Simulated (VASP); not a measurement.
A run of VASP 6.6.1 is set up as follows.

Contents of INCAR:

```
SYSTEM = Ag
PREC = Accurate ; ENCUT = 520
EDIFF = 1E-6 ; ISMEAR = 1
SIGMA = 0.1 ; LREAL = .False.
LASPH = .True. ; NELM = 80
ALGO = Fast ; ISIF = 2
LWAVE = .False. ; LCHARG = .False.
LDIPOL = .True. ; IDIPOL = 3
DIPOL = 0.5 0.5 0.500 ; GGA = PE
LVHAR = .True. ; LVACPOTAV = .True.
ICORELEVEL = 1 ; KPAR = 4
```

The input KPOINTS:

```
regular mesh
0
Gamma
  13 13 1
  0 0 0
```

POSCAR

```
Ag                                      
1.0
    2.9314808700      0.0000000000      0.0000000000
    0.0000000000      2.9314808700      0.0000000000
    0.0000000000      0.0000000000     27.4372200000
  Ag            
     7
Direct
     0.5000000000000000    0.5000000000000000    0.2739217418501315
     0.0000000000000000    0.0000000000000000    0.3481594366722633
     0.5000000000000000    0.5000000000000000    0.4240806589273562
     0.0000000000000000    0.0000000000000000    0.5000000000000000
     0.5000000000000000    0.5000000000000000    0.5759193410726436
     0.0000000000000000    0.0000000000000000    0.6518405633277367
     0.5000000000000000    0.5000000000000000    0.7260782581498685
```

Potentials or basis: VASP PAW PBE potentials, release 64 (Ag).

Command:

```bash
$ cat potpaw_PBE.64/Ag/POTCAR > POTCAR
$ mpirun -np 4 vasp_std > vasp.out
```

Q: Estimate the largest force.

A: 0.013 eV/Å.

Q: Estimate the work function of the upper face.

A: 4.28 eV.

Core levels (eV, on the scale of the bands):
| atom | levels |
| --- | --- |
| 1 Ag | 1s -25319.7, 2s -3723.4, 2p -3338.9, 3s -678.3, 3p -552.0, 3d -353.1, 4s -89.5, 4p -53.0 |
| 2 Ag | 1s -25320.1, 2s -3723.7, 2p -3339.2, 3s -678.6, 3p -552.4, 3d -353.5, 4s -89.8, 4p -53.3 |
| 3 Ag | 1s -25320.1, 2s -3723.8, 2p -3339.3, 3s -678.6, 3p -552.4, 3d -353.5, 4s -89.8, 4p -53.3 |
| 4 Ag | 1s -25320.1, 2s -3723.8, 2p -3339.3, 3s -678.7, 3p -552.4, 3d -353.5, 4s -89.8, 4p -53.3 |
| 5 Ag | 1s -25320.1, 2s -3723.8, 2p -3339.3, 3s -678.6, 3p -552.4, 3d -353.5, 4s -89.8, 4p -53.3 |
| 6 Ag | 1s -25320.1, 2s -3723.7, 2p -3339.2, 3s -678.6, 3p -552.4, 3d -353.5, 4s -89.8, 4p -53.3 |
